**Question: Why doesn't the volume of SrO settle down when I pay for a better functional?**

I relaxed the cell of strontium oxide with five functionals. They belong to three rungs of the usual ladder: LDA, which uses only the local electron density; GGA, which adds the gradient of the density; and hybrids, which mix in some exact exchange.

Kohn–Sham DFT in Ansatz for SrO (space group Fm-3m, 2-atom cell), without spin polarisation, using Ansatz PAW potentials, a 420 eV plane-wave cutoff and Fermi–Dirac smearing of 0.05 eV. The cell was relaxed with each method for a static lattice, with the Pulay correction included in the stress. Times come from shared machines.

| method | rung | k mesh | equilibrium volume (Å³/atom) | rough processor time (s) |
| --- | --- | --- | --- | --- |
| SVWN5 | LDA | 9x9x9 2-atom cell | 16.226 | 6 |
| PBE-D4 | GGA | 9x9x9 2-atom cell | 17.179 | 4 |
| PBEsol | GGA | 9x9x9 2-atom cell | 16.806 | 4 |
| HSE03 | hybrid | 5x5x5 2-atom cell | 17.123 | 60 |
| HSEsol | hybrid | 5x5x5 2-atom cell | 16.611 | 50 |

I thought that each rung would bring the volume closer to the right one, and the hybrids certainly cost more. Yet I can't see any order in the volumes by rung. Has a run gone wrong, or is my idea of the ladder wrong? And how could I have noticed without a measured value beside me?

**Answer**

The runs are sound; what fails is the use of the rung as a ranking for volumes. Three sizes are worth remembering from this table. Changing the parent functional, PBE or PBEsol, moves the volume by 2 to 3%, though dispersion or the screening of exact exchange changes along with it. Going from PBEsol to its hybrid moves it by about 1%, at roughly ten times the processor time even on a coarser k mesh.

**How the numbers give the failure away**

Compare methods within a rung before you compare rungs. The two hybrids differ by 0.51 Å³/atom, which is 3% of the volume. They cannot both be right, so at least one of them is wrong by 1.5% or more, whatever the true volume for a crystal at rest may be. You can reach that conclusion without any measurement.

Now take the step between rungs. From PBEsol to HSEsol, the best-matched pair of a GGA and its hybrid, the volume falls by only 0.20 Å³/atom. The spread within each of these two rungs exceeds that step, so knowing whether a GGA or a hybrid was used tells you little about the volume. Sorted by parent instead, the table falls into order: LDA is smallest, then come the two methods built on PBEsol, then the two built on PBE.

LDA fails in a plainer way. The measured volume, recalled roughly, is 17 Å³/atom, and LDA falls short of it by about 5%. The other four results all round to 17, so this rough value cannot rank them. A real crystal is also swollen a little by heat and zero-point motion, which a static calculation leaves out, and that accounts for part of the LDA deficit.

**Why a small bias moves the volume**

The equilibrium volume is the bottom of a curve of energy against volume. If a functional is wrong by the same energy at every volume, the whole curve shifts up or down and the bottom stays where it was. Only an error that changes with volume moves it.

Let $V_0$ be the equilibrium volume of a reference functional, $B$ the bulk modulus (the stiffness against compression), and $\delta(V)$ the extra energy that another functional adds. Near the minimum,

$$E(V) \approx E_0 + \frac{B\,(V-V_0)^2}{2V_0} + \delta(V).$$

Setting the slope to zero gives

$$\frac{V-V_0}{V_0} \approx -\frac{1}{B}\,\frac{d\delta}{dV}.$$

The slope of $\delta$ is a pressure. A functional with a volume bias therefore acts like a hidden press, squeezing or stretching the crystal.

Take LDA against PBEsol. Its volume is 3.5% smaller, and the bulk modulus of SrO is roughly 90 GPa, a recalled value. The hidden pressure is then $0.035 \times 90 \approx 3$ GPa. Since 1 eV/Å³ is about 160 GPa, this is a slope of only $3/160 \approx 0.02$ eV/Å³. An energy bias that drifts by only about 0.02 eV per atom, for each Å³ per atom of expansion, is enough to shift the volume by 3.5%.

The estimate turns a volume difference into a pressure; it does not predict the difference. It is good to one figure, because the bulk modulus is rough and itself depends on the functional.

**Where the hidden pressure comes from**

In SrO the electron density is high around the ions and thin between them. When the crystal expands, the density between the ions becomes thinner still, and it varies more steeply in relation to its own size. The exchange part of a GGA rewards such uneven regions with a lower energy. Expansion thus earns a bonus, which acts as an outward push.

LDA has no such term, and its crystal comes out too small. PBEsol has a weak gradient term in exchange, PBE a stronger one. This is the standard explanation for the order LDA, PBEsol, PBE, and the table follows it. The PBE run also includes the D4 dispersion correction, an attraction that pulls the ions together, so its volume shows the push of PBE with part of it cancelled.

**Why the hybrid doesn't cure it**

Both hybrids replace a quarter of the exchange, and only at short range. The remaining exchange and all of the correlation come from the parent. Most of the parent's gradient push therefore survives, and HSE03 and HSEsol stay well apart. Their difference isn't purely that of the parents, because HSE03 also cuts off exact exchange at a shorter distance than HSEsol. Separating the two effects would take a hybrid built on PBE that cuts off exact exchange at the same distance as HSEsol, and the table has none.

Exact exchange does have an effect of its own. In LDA and GGA an electron partly repels itself, which makes the outer electrons of the oxide ion too loosely bound and too spread out. Exact exchange removes some of this error, so the ion can draw in and the crystal can shrink. That fits the 1% contraction from PBEsol to HSEsol, but the k mesh, the grid of electron wave vectors, also became coarser between these two runs. How much of the contraction is due to the mesh is untested.

Nor should you read the near-agreement of PBE-D4 and HSE03 as a sign that exact exchange does nothing. One contains dispersion and the other exact exchange, and both can shrink the cell.

**Does the 1% step depend on the Pulay correction?**

The stress is calculated with a fixed set of plane waves. Because that set is finite, part of the stress is false, and this part is known as Pulay stress. These relaxations corrected for it. The same hidden-press formula tells you what would have happened otherwise: PBEsol would have shrunk by about 0.5% and HSEsol by about 0.3%. The step between them would have changed by less than 0.2 percentage points, so it doesn't hang on this correction.

**What the extra time buys**

The same runs also give the band gap, the energy between the highest filled and the lowest empty state. Here the rungs do sort the results. LDA and the GGAs give 3.2 to 3.4 eV, while the hybrids give 4.7 to 4.9 eV. The measured gap, recalled roughly, lies between 5 and 6 eV, so the cheap methods fail badly and the hybrids repair much of the error. The gaps are read on the k mesh and may miss the exact band edges, but the jump between the rungs is well over 1 eV.

The reason is that a gap depends on the energies of single electron states, whereas a volume depends on how the total energy changes as the crystal expands. Exact exchange binds the filled oxygen states more firmly and leaves the empty ones higher by comparison, which opens the gap directly. The total energy changes too, but whatever part of that change is the same at every volume leaves the bottom of the energy curve where it was.

For a density or a lattice constant of a simple ionic oxide, then, choose the parent functional with care before you pay for exact exchange. For a gap, the hybrid earns its cost. To check a volume, run two functionals from the same rung: their disagreement shows you an error that the name of the rung conceals. Agreement proves nothing, though: the two GGA gaps lie within about 0.1 eV of each other, and both are far too small. The printed output below contains the differences and the estimated shifts without the Pulay correction.

Printed output of the fit:

```
Volumes and gaps by method:
     row  volume A^3/atom  Sr-O distance A  volume against PBEsol %  mesh gap eV  estimated volume change without Pulay correction %
   SVWN5            16.23            2.532                   -3.451        3.185                                             -0.5954
  PBE-D4            17.18             2.58                    2.219        3.375                                             -0.3625
  PBEsol            16.81            2.561                        0        3.255                                             -0.4754
   HSE03            17.12            2.577                    1.886         4.74                                             -0.2922
  HSEsol            16.61            2.552                    -1.16        4.884                                             -0.3268
LDA volume against rough recalled measured volume in %: -4.553
LDA volume against PBEsol in A^3/atom: -0.58
PBE-D4 less PBEsol within the GGA rung in A^3/atom: 0.373
HSE03 less HSEsol within the hybrid rung in A^3/atom: 0.512
HSEsol less PBEsol across the rungs in A^3/atom: -0.195
HSEsol less PBEsol across the rungs in %: -1.16
HSE03 less PBE-D4 in A^3/atom: -0.056
Spread within the hybrid rung over size of the step PBEsol to HSEsol: 2.626
Gap of HSEsol less gap of PBEsol in eV: 1.63
Lowest hybrid gap less highest semilocal gap in eV: 1.365
Rough time of HSEsol over PBEsol: 12.5
Estimated change of the step PBEsol to HSEsol without Pulay correction in percentage points: 0.1487
```
